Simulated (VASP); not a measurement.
Output of a VASP run:

File OSZICAR:
```
       N       E                     dE             d eps       ncg     rms          rms(c)
DAV:   1     0.410432778928E+02    0.41043E+02   -0.67983E+03   580   0.145E+03
DAV:   2    -0.114956692728E+02   -0.52539E+02   -0.49368E+02   680   0.240E+02
DAV:   3    -0.162338112304E+02   -0.47381E+01   -0.47198E+01   972   0.629E+01
DAV:   4    -0.163682679731E+02   -0.13446E+00   -0.13435E+00   794   0.963E+00
DAV:   5    -0.163692522566E+02   -0.98428E-03   -0.98411E-03   822   0.738E-01    0.701E+00
DAV:   6    -0.148047090638E+02    0.15645E+01   -0.84952E+00   584   0.186E+01    0.280E+00
DAV:   7    -0.147635101063E+02    0.41199E-01   -0.21452E-01   650   0.410E+00    0.145E+00
DAV:   8    -0.147522506666E+02    0.11259E-01   -0.59319E-02   604   0.303E+00    0.325E-01
DAV:   9    -0.147514264288E+02    0.82424E-03   -0.74196E-03   804   0.805E-01    0.109E-01
DAV:  10    -0.147517209973E+02   -0.29457E-03   -0.60275E-04   636   0.251E-01    0.647E-02
DAV:  11    -0.147516822935E+02    0.38704E-04   -0.81782E-05   664   0.119E-01    0.111E-02
DAV:  12    -0.147516821503E+02    0.14318E-06   -0.47666E-06   850   0.258E-02
   1 F= -.14751682E+02 E0= -.14751682E+02  d E =-.147517E+02
```

OUTCAR:
```
------------------------ aborting loop because EDIFF is reached ----------------------------------------
  FORCE on cell =-STRESS in cart. coord.  units (eV):
  Direction    XX          YY          ZZ          XY          YZ          ZX
  --------------------------------------------------------------------------------------
  Total       -0.0406666     -0.0406666     -0.0406666     -0.0000000     -0.0000000      0.0000000
  in kB       -2.7073195     -2.7073195     -2.7073195     -0.0000000     -0.0000000      0.0000000
  external PRESSURE =      -2.7073195 kB  Pullay stress =       0.0000000 kB
  volume of cell :       24.07
      direct lattice vectors                 reciprocal lattice vectors
     0.000000000  2.291533461  2.291533461    -0.218194501  0.218194501  0.218194501
     2.291533461  0.000000000  2.291533461     0.218194501 -0.218194501  0.218194501
     2.291533461  2.291533461  0.000000000     0.218194501  0.218194501 -0.218194501
 POSITION                                       TOTAL-FORCE (eV/Angst)
 -----------------------------------------------------------------------------------
      1.14577      1.14577      1.14577        -0.000000      0.000000     -0.000000
      3.43730      3.43730      3.43730         0.000000     -0.000000      0.000000
      0.00000      0.00000      0.00000         0.000000      0.000000      0.000000
 -----------------------------------------------------------------------------------
    total drift:                                0.000000      0.000000      0.000000
  FREE ENERGIE OF THE ION-ELECTRON SYSTEM (eV)
  ---------------------------------------------------
  free  energy   TOTEN  =       -14.7516821503 eV

  energy  without entropy=      -14.7516821503  energy(sigma->0) =      -14.75168215

 reached required accuracy - stopping structural energy minimisation
```
(Selected blocks of OUTCAR.)

File POSCAR:
```
Li2O
1
   -0.0000000000     2.2915334605     2.2915334605
    2.2915334605     0.0000000000     2.2915334605
    2.2915334605     2.2915334605     0.0000000000
Li O
2 1
Direct
  0.2500000000   0.2500000000   0.2500000000
  0.7500000000   0.7500000000   0.7500000000
  1.0000000000   0.0000000000   1.0000000000
```

### Question
Write an INCAR and KPOINTS that could have produced this output.

### Answer
This is not unique; one that fits is the input of the run itself, PBEsol GGA, plane waves, VASP's PBE PAW potentials (set 64).

INCAR:
```
SYSTEM = Li2O
PREC = Accurate
ENCUT = 620
EDIFF = 1E-6
NELM = 100
ALGO = Normal
LREAL = .FALSE.
LASPH = .TRUE.
ISMEAR = 0
SIGMA = 0.05
GGA = PS
LWAVE = .FALSE.
LCHARG = .FALSE.
IBRION = 2
ISIF = 3
NSW = 40
EDIFFG = -0.02
```

KPOINTS:
```
Automatic mesh
0
Gamma
8 8 8
0 0 0
```

POTCAR, in this order: Li_sv O (PBE.64 set). Program: vasp_std.

The compound is Li2O in the antifluorite structure. It was relaxed first.
